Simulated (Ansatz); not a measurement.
## BaTiO3: deformation potentials from a series

```yaml
crystal:
  lattice:
    - [2.82767, 1.63255, 2.31773]
    - [-2.82767, 1.63255, 2.31773]
    - [0.00000, -3.26511, 2.31773]
  atoms:
    - { symbol: Ba, position: [0.00000, 0.00000, 0.00000] }
    - { symbol: Ti, position: [0.51400, 0.51400, 0.51400] }
    - { symbol: O, position: [0.49160, 0.49160, 0.98150] }
    - { symbol: O, position: [0.49160, 0.98150, 0.49160] }
    - { symbol: O, position: [0.98150, 0.49160, 0.49160] }
```

Atoms are numbered in the order listed.

The geometry is COD entry 9014756, unchecked; take it as a test cell.

Spin–orbit coupling is left out, though it moves levels of the heavy atoms by tenths of an eV or more.

These are results of DFT, LDA, all-electron LAPW, scalar-relativistic in Ansatz 0.2.0, not measurements.

Sampling and basis: a Γ-centred 9×9×9 k mesh, Fermi–Dirac smearing of 0.05 eV, basis error target 1 meV/atom, no spin polarisation.

The cell is scaled evenly. Fractional coordinates are held (clamped ions).

The valence-band top of this crystal doesn't lie at Γ but 0.34 eV above the top filled level there.

Only quantities that a quadratic follows smoothly over the whole series are listed; rougher ones are left out.

```tsv
ln(V/Vcell)	direct gap at Γ (eV)	smallest gap on mesh and path (eV)
-0.0619	2.755	2.473
-0.0408	2.726	2.420
-0.0202	2.695	2.369
-0.0101	2.678	2.343
0.0000	2.662	2.318
0.0100	2.646	2.293
0.0198	2.629	2.268
0.0583	2.560	2.171
```

Problem. Fit the series and give the slopes at zero strain.

Solution. Least-squares fits y = p0 + p1 x + p2 x² to the rows give direct gap at Γ (eV): p1 = -1.63, p2 = -2.1; smallest gap on mesh and path (eV): p1 = -2.51, p2 = -0.14. So dEg/dln V = -1.6 eV for the direct gap at Γ, which isn't the fundamental gap here: that one has dEg/dln V = -2.5 eV. Semilocal gaps are too small, but their slopes carry over better.

Problem. One run, at ln(V/Vcell) = 0.0392, is withheld. Predict its row.

Solution. The fits give 2.595, 2.219; the run gave 2.595, 2.219.
